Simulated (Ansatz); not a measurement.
input.yaml (Ansatz)

```yaml
crystal:
  lattice:
    - [0.0, 2.4366706268, 2.4366706268]
    - [2.4366706268, 0.0, 2.4366706268]
    - [2.4366706268, 2.4366706268, 0.0]
  atoms:
    - { symbol: Fe, position: [0.125, 0.125, 0.125], spin: 2.5, spin_axis: [0, 0, 1] }
    - { symbol: Fe, position: [0.875, 0.875, 0.875], spin: 2.5, spin_axis: [0, 0, 1] }
hamiltonian:
  xc: pbe
  pseudopotentials:
    kind: paw_fr
    azcp:
      Fe: "pseudopotentials/Fe.paw.azcp"
basis:
  ecutwfc: 420
  fft_grid_basis: typed
kpoints:
  mp_grid: { grid: [11, 11, 11], shift: [0, 0, 0] }
magnetization:
  noncollinear: true
  spin_orbit: true
scf:
  occupations: { method: fermi_dirac, width: 0.05 }
```

Output

```
Engine: ansatz 0.2.0, x86_64-unknown-linux-gnu
Pseudopotentials: kind: paw_fr
Pseudopotential: Fe, paw_fr, valence charge 16, recommended cutoff 420 eV (normal) 
Functional definition: PBE
  parameter kappa = 0.804
  parameter beta = 0.06672455060314922
  exchange = pbe_x(kappa = kappa, mu = beta*pi^2/3)
  correlation = pbe_c(beta = beta)
Crystal: 2 atoms, lattice volume = 28.935 Å³
Basis set: ecut = 420 eV, 537 PW (Γ)
Bands: 40, of which v1, the nominal top of the filled ones, is band 32 counted from 1 (31 counted from 0)
Symmetry: 8 space group operations + 8 with time reversal
Magnetic group: BNS 141.557 (UNI 1217), of the structure as read, at distance tolerance 3.1e-5 Å
k-points: 126 of 1331 (time reversal used)
Projection manifold: j_resolved (fully-relativistic pseudo-atomic orbitals)
Non-local potential: Fe, projectors of the file, l = 0: 3, l = 1: 4, l = 2: 6, l = 3: 2
PAW form: soft (Blöchl's): semilocal exchange-correlation on the pseudo side does not see the compensation charge
PAW one-centre angular grid: Fe, 590 points (default); XC on 64 Gauss nodes
Initial density: superposition of atomic densities (chi_scale 0.1, normalization cell)
Starting moments: Σ|m| = 5 μB on 2 of 2 sites
Initial wavefunctions: pseudopotential atomic-orbital guess
Functional: x = pbe(κ = 0.804, μ = 0.2195149727645171), c = pbe(β = 0.06672455060314922)
iter 1 solved again at ethr=2.88e-3 eV; its pass at ethr=3.10e-3 eV (dr2=9.21e-1 eV) is discarded
SCF iter   1: F=—  HF=-8957.819812 eV  |F-HF|=—  |Δ(HF+E_count)|=         —  Δρ=2.05e-1  dr2=8.97e-1  dr2_m=2.79e0  ethr=2.88e-3  |M|=2.71e0 ∫|m|=2.71e0 μB  |m|>n=0.0e0 m-floor=0.0e0 τ_xc=0.0e0 mc-row=0.0e0  β_m=0.30  ⟨swp⟩=1.1  Hψ=31418  notcnv=0
spin=Noncollinear: Kerker preconditioning applied to the charge; magnetization (m_x, m_y, m_z) channels mix plain (no charge-response kernel on spin).
SCF iter   2: F=—  HF=-8958.049548 eV  |F-HF|=—  |Δ(HF+E_count)|=   2.30e-1  Δρ=1.97e-1  dr2=4.07e-1  dr2_m=2.57e0  ethr=2.80e-3  |M|=2.18e0 ∫|m|=2.23e0 μB  |m|>n=0.0e0 m-floor=0.0e0 τ_xc=7.6e-4 mc-row=0.0e0  β_m=0.30  ⟨swp⟩=2.1  Hψ=6075  notcnv=0  defer=3
SCF iter   3: F=—  HF=-8958.233481 eV  |F-HF|=—  |Δ(HF+E_count)|=   1.84e-1  Δρ=1.63e-1  dr2=1.76e-1  dr2_m=1.76e0  ethr=1.27e-3  |M|=1.96e0 ∫|m|=2.01e0 μB  |m|>n=0.0e0 m-floor=0.0e0 τ_xc=9.6e-4 mc-row=0.0e0  β_m=0.30  ⟨swp⟩=2.0  Hψ=6644  notcnv=0  defer=73
SCF iter   4: F=—  HF=-8958.357680 eV  |F-HF|=—  |Δ(HF+E_count)|=   1.24e-1  Δρ=1.36e-1  dr2=1.20e-2  dr2_m=1.22e0  ethr=5.52e-4  |M|=1.76e0 ∫|m|=1.82e0 μB  |m|>n=0.0e0 m-floor=0.0e0 τ_xc=9.1e-4 mc-row=0.0e0  β_m=0.30  ⟨swp⟩=2.1  Hψ=7938  notcnv=0  defer=78
SCF iter   5: F=—  HF=-8958.473895 eV  |F-HF|=—  |Δ(HF+E_count)|=   1.16e-1  Δρ=1.19e-1  dr2=4.72e-3  dr2_m=9.40e-1  ethr=3.76e-5  |M|=1.55e0 ∫|m|=1.61e0 μB  |m|>n=0.0e0 m-floor=0.0e0 τ_xc=8.4e-4 mc-row=0.0e0  β_m=0.30  ⟨swp⟩=2.2  Hψ=8617  notcnv=0  defer=56
...
SCF iter  17: F=—  HF=-8958.832575 eV  |F-HF|=—  |Δ(HF+E_count)|=   1.29e-6  Δρ=4.43e-5  dr2=2.63e-7  dr2_m=1.32e-7  ethr=1.07e-8  |M|=3.22e-4 ∫|m|=4.67e-4 μB  |m|>n=0.0e0 m-floor=0.0e0 τ_xc=6.5e-9 mc-row=0.0e0  β_m=0.92  ⟨swp⟩=2.0  Hψ=8452  notcnv=0  defer=35
SCF iter  18: F=—  HF=-8958.832575 eV  |F-HF|=—  |Δ(HF+E_count)|=   1.16e-7  Δρ=1.97e-5  dr2=8.50e-8  dr2_m=6.79e-9  ethr=3.13e-10  |M|=1.57e-4 ∫|m|=2.01e-4 μB  |m|>n=0.0e0 m-floor=0.0e0 τ_xc=5.5e-10 mc-row=0.0e0  β_m=0.96  ⟨swp⟩=1.6  Hψ=12763  notcnv=0
SCF iter  19: F=—  HF=-8958.832575 eV  |F-HF|=—  |Δ(HF+E_count)|=   6.47e-9  Δρ=3.31e-6  dr2=1.75e-9  dr2_m=5.14e-11  ethr=2.66e-10  |M|=2.15e-5 ∫|m|=2.79e-5 μB  |m|>n=0.0e0 m-floor=0.0e0 τ_xc=1.4e-11 mc-row=0.0e0  β_m=0.92  ⟨swp⟩=2.9  Hψ=10188  notcnv=0
SCF iter  20: F=—  HF=-8958.832575 eV  |F-HF|=—  |Δ(HF+E_count)|=  2.91e-10  Δρ=1.74e-6  dr2=3.85e-10  dr2_m=4.00e-11  ethr=5.48e-12  |M|=1.26e-5 ∫|m|=1.51e-5 μB  |m|>n=0.0e0 m-floor=0.0e0 τ_xc=2.2e-12 mc-row=0.0e0  β_m=0.94  ⟨swp⟩=3.0  Hψ=10908  notcnv=0
SCF iter  21: F=-8958.832575 eV  HF=-8958.832575 eV  |F-HF|=1.82e-12  |Δ(HF+E_count)|=  6.00e-11  Δρ=4.72e-7  dr2=2.39e-11  dr2_m=1.48e-11  ethr=1.20e-12  |M|=9.43e-6 ∫|m|=1.09e-5 μB  |m|>n=0.0e0 m-floor=0.0e0 τ_xc=6.4e-14 mc-row=0.0e0  ⟨swp⟩=2.4  Hψ=9730  notcnv=0
WARN: the starting moments were not kept: the SCF closed with an absolute magnetisation of 1.0e-5 μB, where they sum to 5 μB in size (2 sites). That is at most 0.1 of that sum. Measured as dr2_m measures the in/out step, that magnetisation stands 1.0e-10 eV from none, at or under the dr2_threshold of 1.0e-7 eV: it is no larger than a step whose dr2_m would equal this threshold. The system may hold no moment; this SCF shows only that its start led to no more than that. To try another start: raise the starting moments (crystal.atoms[].spin, magnetization.per_species, magnetization.initial_magnetization, or on a non-collinear deck that types none of these the spinor_matrix: blocks that start its atoms; where the total moment is fixed, keep their sum and leave initial_magnetization as it is; typed ones take the place of any that the run laid by itself, positive ones on a crystal's lanthanoids without a Hubbard term where scf.initial_density.shell_occupations: [] is typed) or, if the notice of its spin-set hold's release reads "site moments contracting" or "site moments show no strong build", lengthen the hold (scf.mixing.spin_hold: { on: { confirm: 4 } }; for m-r²SCAN on two components see the key's manual first). Each may lead to a state that holds a moment. A second SCF, from the converged charge density, with the starting moments and any scf.initial_density.shell_occupations laid on it anew, would have followed, and was not run: the deck does not ask for one (magnetization.retry_lost_moments is false, the default). To let it run, set magnetization.retry_lost_moments: true and run the deck again, where that key's refused combinations let it; where memory then withholds it, that run's warning says so.
SCF 1 converged in 21 iterations: F = -8958.832575 eV  dr2 = 2.39e-11
SCF converged after 21 iterations
Magnetization: |M| = 0.0000 μB,  M = (-0.0000, +0.0000, +0.0000) μB
Absolute magnetization: 0.0000 μB (∫|m|, with the PAW one-centre terms)
  site 0: m = (+0.0000, -0.0000, +0.0000) μB, |m| = 0.0000 μB  (R = 0.87 Å)
  site 1: m = (-0.0000, +0.0000, +0.0000) μB, |m| = 0.0000 μB  (R = 0.87 Å)
Free energy (F): -8958.832575 eV
Harris-Foulkes:  -8958.832575 eV  (|F-HF|=1.82e-12)
Internal energy: -8958.810675 eV  (E = F + TS)
E sigma→0 (E₀):  -8958.821625 eV
Entropy (-TS):   -0.021900 eV (-10.950 meV/atom)
Fermi energy:    13.573517 eV
--- Per-component energies (eV) ---
  E_band       = -584.343273
  E_kinetic    = 712.408636
  E_local      = -5295.947192  (includes V_loc(G=0)·N_el)
  E_nonlocal   = 433.677522
  E_hartree    = 2235.876932
  E_xc         = -235.667569
  E_vxc        = -303.430929  (∫ρ·V_xc dr)
  E_paw        = -2734.460593  (= ΣΔE_a)
  E_vpaw       = -602.806966  (= ΣTr[D̂ρ^β])
  E_aug_tail   = 0.001551  (compensation charges beyond the density's cutoff)
  E_ewald      = -4074.699961
  E_smearing   = -0.021900  (= −TS)
  E_closure    = -0.000000  (closes the sum)
  Σ components = -8958.832575   (vs F -8958.832575, Δ=0.00e0)
```

Command:

```sh
ansatz run input.yaml --threads 1 --pin off --max-ram 3584MiB --backend cpu --events-out ev --progress --plain --runs-dir out
```

On 1 thread of Intel(R) Xeon(R) Platinum 8259CL CPU @ 2.50GHz (Skylake/Cascade Lake) (shared host) this took about 110 s of wall time and 100 s of CPU time.
